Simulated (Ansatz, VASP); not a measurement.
# Two plane-wave programs on BP

```xyz
2
Lattice="0.0000 2.3424 2.2742 2.2742 0.0000 2.2742 2.2742 2.3424 0.0000" Properties=species:S:1:pos:R:3 pbc="T T T"
B     0.0000    0.0000    0.0000
P     3.4112    3.5136    3.4112
```

Change from the starting cell: strain +0.0300 x Voigt [0, 1, 0, 0, 0, 0], atoms carried along.

Alike in both runs: task single point; functional PBE; k mesh 10 × 10 × 10; occupations gaussian, width 0.05 eV; no spin polarisation.

|  | VASP | Ansatz |
| --- | --- | --- |
| version | VASP 6.6.1 | Ansatz 0.2.0 |
| potentials or method | VASP PAW PBE potentials, release 64 (B, P) | scalar-relativistic, plane waves, PAW |
| plane-wave cutoff (eV) | 520 | 420 |
| valence electrons in the cell | 8 | 8 |

```tsv
	VASP	Ansatz	Ansatz less VASP
gap on the k mesh at the Fermi level (eV)	1.07	1.07	+0.004
least direct gap on the mesh (eV)	3.20	3.20	+0.003
pressure (GPa)	-4.7	-4.5	+0.20
largest component of the traceless stress (GPa)	5.32	5.31	-0.008
```

A k mesh can miss the band edges.
